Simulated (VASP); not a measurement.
From an Ansatz input to VASP: NaF (strained zincblende)

Ansatz input

```yaml
crystal:
  lattice:
    - [-0.0403965482, 2.5217462002, 2.5217462002]
    - [2.5217462002, -0.0403965482, 2.5217462002]
    - [2.5217462002, 2.5217462002, -0.0403965482]
  atoms:
    - { symbol: Na, position: [-0.00178382, -0.00178382, -0.00178382] }
    - { symbol: F, position: [0.25178382, 0.25178382, 0.25178382] }
kpoints:
  mp_grid: { grid: [8, 8, 8] }
  band_path:
    path:
      - [0.0, 0.0, 0.0]
      - [-0.5, -0.5, 0.0]
      - [-0.375, -0.375, 0.25]
      - [-0.375, 0.0, 0.375]
      - [0.0, 0.0, 0.5]
      - [-0.5, -0.25, 0.25]
    npoints: 1
hamiltonian:
  xc: r2scan
scf:
  occupations: { method: fixed }
  n_extra_bands: 4
output:
  forces: true
  stress: true
  eigenvalues: true
```

Problem. Write VASP inputs for this cell and level of theory.

Solution. 

INCAR

```
LCHARG = .FALSE.
LASPH = .TRUE.
IBRION = -1
ENCUT = 520
LREAL = .FALSE.
SIGMA = 0.01
METAGGA = R2SCAN
NBANDS = 14
ISMEAR = 0
PREC = Accurate
LWAVE = .FALSE.
ISIF = 2
EDIFF = 1E-7
ALGO = Normal
NSW = 0
NELM = 120
```

KPOINTS

```
KPOINTS created by Atomic Simulation Environment
0
Gamma
8 8 8
0 0 0
```

KPOINTS_OPT

```
special points
6
Reciprocal
0.0000000000 0.0000000000 0.0000000000 1
-0.5000000000 -0.5000000000 0.0000000000 1
-0.3750000000 -0.3750000000 0.2500000000 1
-0.3750000000 0.0000000000 0.3750000000 1
0.0000000000 0.0000000000 0.5000000000 1
-0.5000000000 -0.2500000000 0.2500000000 1
```

POSCAR

```
Na F
 1.0000000000000000
    -0.0403965482000000    2.5217462002000000    2.5217462002000000
     2.5217462002000000   -0.0403965482000000    2.5217462002000000
     2.5217462002000000    2.5217462002000000   -0.0403965482000000
 Na  F
   1   1
Cartesian
 -0.0089246222171929 -0.0089246222171929 -0.0089246222171929
  1.2596985852671925  1.2596985852671925  1.2596985852671925
```

VASP ran with the recommended PBE PAW datasets (14 valence electrons in the cell). Other inputs would serve too.

```tsv
	Ansatz	VASP
gap between bands v and c	6.18 eV	6.20 eV
least direct gap	6.18 eV	6.20 eV
pressure	-0.5 GPa	-0.9 GPa
```

Each program uses its own PAW datasets. VASP's cell holds 14 valence electrons and Ansatz's 16. Ansatz's stress includes a Pulay correction; VASP's doesn't.
